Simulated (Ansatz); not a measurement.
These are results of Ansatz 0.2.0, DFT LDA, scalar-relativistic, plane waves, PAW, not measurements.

Cutoff 420 eV; k points 12×12×12 on the computed 2-atom cell (Γ-centred); Gaussian smearing, width 0.10 eV; no spin polarisation.

Structure with the computed forces (eV/Å) in the last three columns:

```xyz
2
Lattice="2.3161 1.3372 4.0290 -2.3161 1.3372 4.0290 0.0000 -2.6744 4.0290" Properties=species:S:1:pos:R:3:forces:R:3 pbc="T T T" pressure_GPa=-4.00
Bi    0.0000    0.0000    2.8270    0.0000    0.0000   -0.1930
Bi    0.0000    0.0000    9.2600    0.0000    0.0000    0.1930
```

Stress tensor (GPa, compression positive):

```
-4.19  0.00  0.00
 0.00 -4.19  0.00
 0.00  0.00 -3.61
```

Spin–orbit coupling is left out, which can shift energies with elements as heavy as these.